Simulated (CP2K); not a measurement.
Runs of CP2K 2026.2 on Ga2O3. Symmetry: C2/m, No. 12, monoclinic system. The conventional cell has a = 5.366 Å, b = 3.100 Å, c = 7.688 Å, α = 90.00°, β = 90.17°, γ = 90.00°. Around Ga (site symmetry m) lie 6 O at 2.06 to 2.31 Å. Around O (site symmetry 2/m) lie 6 Ga at 2.30 to 2.31 Å. Around O (site symmetry m) lie 3 Ga at 2.06 to 2.07 Å. The cell was built by a generator and needn't be a form met in nature.

| level | cutoff of the non-local correlation (Ry) | gap on the mesh (eV) | pressure (GPa) | largest force (eV/Å) |
| --- | --- | --- | --- | --- |
| LDA | - | 1.31 | -24.8 | 3.65 |
| revPBE | - | (b) | -15.7 | 3.39 |
| TPSS | - | 1.55 | -21.1 | 3.65 |
| vdW-DF2 | 300 | 1.36 | -10.4 | (a) |
| PBEsol | - | 1.39 | -21.9 | (c) |
| AM05 | - | 1.43 | -21.4 | 3.55 |

Alike in all rows: task band structure; potentials or basis POTENTIAL_UZH Ga GTH-PBE-q13, O GTH-PBE-q6; DZVP-MOLOPT-PBE-GTH basis; no spin polarisation; cell as given; k mesh 10 × 10 × 4; smearing fermi-dirac 0.05 eV.

Problem. Fill in the values left out.

Solution. (a) 3.11; (b) 1.52; (c) 3.56.

Caveats: the potentials were made for another functional, which shifts forces and pressure; the basis of atomic orbitals isn't converged, which shifts pressures, moduli and gaps.

A k mesh can miss the band edges, and the runs leave out spin-orbit coupling on Ga.

Runs at the PBE level aren't shown here.
